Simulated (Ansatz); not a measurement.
The calculation used DFT PBE, scalar-relativistic, plane waves, PAW in Ansatz 0.2.0. All cells share a 420 eV cutoff and Γ-centred k meshes spaced at most about 0.3 Å⁻¹ (about 0.25 or finer for metals, 2π included). No spin polarisation.

Temperature and zero-point effects are left out.

Question: Which of these relaxed structures of Na2F is the lowest in energy?
1.

Space group R3m:H (No. 160). a = 3.371 Å, b = 3.371 Å, c = 18.246 Å, α = 90.00°, β = 90.00°, γ = 120.00°
| atom | site | symmetry | x | y | z |
| --- | --- | --- | --- | --- | --- |
| Na | 3a | 3m | 0.0000 | 0.0000 | 0.2548 |
| Na | 3a | 3m | 0.3333 | 0.6667 | 0.0784 |
| F | 3a | 3m | 0.0000 | 0.0000 | 0.0001 |

2.

Space group R-3m:H (No. 166). a = 3.429 Å, b = 3.429 Å, c = 17.816 Å, α = 90.00°, β = 90.00°, γ = 120.00°
| atom | site | symmetry | x | y | z |
| --- | --- | --- | --- | --- | --- |
| Na | 6c | 3m | 0.6667 | 0.3333 | 0.0765 |
| F | 3a | -3m | 0.0000 | 0.0000 | 0.0000 |

3.

Space group I4/mmm (No. 139). a = 3.040 Å, b = 3.040 Å, c = 11.976 Å, α = 90.00°, β = 90.00°, γ = 90.00°
```json
{"atom": "Na", "site": "4e", "symmetry": "4mm", "x": "0.5000", "y": "0.5000", "z": "0.1174"}
{"atom": "F", "site": "2a", "symmetry": "4/mmm", "x": "0.0000", "y": "0.0000", "z": "0.0000"}
```

4.

Space group P4/mmm (No. 123). a = 3.373 Å, b = 3.373 Å, c = 5.313 Å, α = 90.00°, β = 90.00°, γ = 90.00°
```csv
atom,site,symmetry,x,y,z
Na,1a,4/mmm,0.0000,0.0000,0.0000
Na,1d,4/mmm,0.5000,0.5000,0.5000
F,1b,4/mmm,0.0000,0.0000,0.5000
```

5.

Space group Pn-3m:1 (No. 224). a = 5.283 Å, b = 5.283 Å, c = 5.283 Å, α = 90.00°, β = 90.00°, γ = 90.00°
```tsv
atom	site	symmetry	x	y	z
Na	4b	.-3m	0.2500	0.2500	0.2500
F	2a	-43m	0.0000	0.0000	0.0000
```

Answer: 2. The next of these, cell 1, lies 33 meV/atom higher. Forms: cell 2 anti-cadmium chloride type, R-3m; cell 1 anti-3R molybdenite type, R3m; cell 4 P4/mmm; cell 3 I4/mmm; cell 5 cuprite type, Pn-3m. Counting F atoms around Na (those within 1.25 times the shortest such distance or 1.15 times the sum of covalent radii; the shortest distance is added where it is long for a bond; a slash parts the counts of unlike sites): cell 2 has Na 3; cell 1 has Na 3; cell 4 has Na 2 from 2.7 Å/4; cell 3 has Na 4; cell 5 has Na 2. Origin: cell 1, cell 3, cell 4 and cell 5, invented; cell 2, invented, then shaken at random and relaxed again.

For metals, differences of a few meV/atom aren't resolved. In R-3m, R3m, P4/mmm, I4/mmm an odd number of electrons in the primitive cell allows no gap without spin; a larger cell or a magnetic state could open one. Cells relaxed within their symmetry can be saddle points. Some candidate types were left out of the draw beforehand, so a known form may be missing.
